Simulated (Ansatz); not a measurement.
# AlN: the cost of one run

Computed with Ansatz 0.2.0 (DFT PBE, scalar-relativistic, plane waves, PAW, unless a step's input says otherwise).

7 further runs of the same task are left out: 7 set aside as unsound or not needed.

**1. The structure to begin with**

The structure is cubic, space group Fm-3m (No. 225). The conventional cell has a = 4.071 Å, b = 4.071 Å, c = 4.071 Å, α = 90.00°, β = 90.00°, γ = 90.00°. Al (site symmetry m-3m) has 6 N at 2.04 Å as nearest neighbours. Around N (site symmetry m-3m) lie 6 Al at 2.04 Å.

As a file:

```cif
data_structure
_symmetry_space_group_name_H-M 'P 1'
_symmetry_Int_Tables_number 1
_cell_length_a 2.8784
_cell_length_b 2.8784
_cell_length_c 2.8784
_cell_angle_alpha 60.000
_cell_angle_beta 60.000
_cell_angle_gamma 60.000
_cell_volume 16.86
loop_
_atom_site_label
_atom_site_type_symbol
_atom_site_fract_x
_atom_site_fract_y
_atom_site_fract_z
_atom_site_occupancy
Al1 Al 0.50000 0.50000 0.50000 1
N1 N 0.00000 0.00000 0.00000 1
```

It goes back to an entry of the Materials Project, which need not be the stable form.

This cell was relaxed beforehand with the same method: volume 8.43 Å³/atom, gap on the mesh 4.43 eV.

**2. What is varied**

The energy is mapped over two normal modes frozen in (zone-centre modes of the cell shown, which folds in the wave vector (0, 1/2, 1/2) of the primitive cell).

First coordinate, amplitude of mode 10 (548 cm⁻¹), largest displacement: 11 values from −0.095 Å. Second coordinate, amplitude of mode 12 (699 cm⁻¹), largest displacement: 11 values from −0.077 Å.

Nothing else is relaxed (the cell and all other modes fixed). Energies count from the relaxed high-symmetry cell. Points are written as (first, second).

The modes come from a phonon run on the reference cell, made beforehand.

Displacement patterns for an amplitude of 1 (Å):

```tsv
atom	x1	y1	z1	x2	y2	z2
Al1	0.000	0.188	0.000	-0.002	0.000	0.000
Al2	0.000	-0.188	0.000	0.002	0.000	0.000
N3	0.000	1.000	0.000	1.000	0.000	0.000
N4	0.000	-1.000	0.000	-1.000	0.000	0.000
```

**3. Grid point (−0.076 Å, −0.062 Å)**

Input file input.yaml:

```yaml
crystal:
  lattice:
    - [0.0, -2.0353166207, -2.0353166207]
    - [0.0, 2.0353166207, -2.0353166207]
    - [4.0706332413, 0.0, 0.0]
  atoms:
    - { symbol: Al, position: [0.5035163102, 0.4964836898, 2.77102e-05] }
    - { symbol: Al, position: [-0.0035163102, 0.0035163102, 0.4999722898] }
    - { symbol: "N", position: [0.5186703138, 0.4813296862, 0.4848672193] }
    - { symbol: "N", position: [-0.0186703138, 1.0186703138, 0.0151327807] }
basis:
  ecutwfc: 520.0
kpoints:
  mp_grid: { grid: [8, 8, 6] }
hamiltonian:
  xc: pbe
  pseudopotentials: { kind: paw }
scf:
  occupations: { method: gaussian, width: 0.05 }
output:
  forces: true
  stress: true
  eigenvalues: true
```

Launch:

```
$ ansatz run input.yaml --threads 1 --pin off --max-ram 2048MiB --backend cpu --events-out ev --progress --plain --runs-dir out
```

Q: Estimate wall time and peak memory on 1 thread of Arm Neoverse N1, shared host.

About 6.1 s, with a peak of 0.32 GiB.
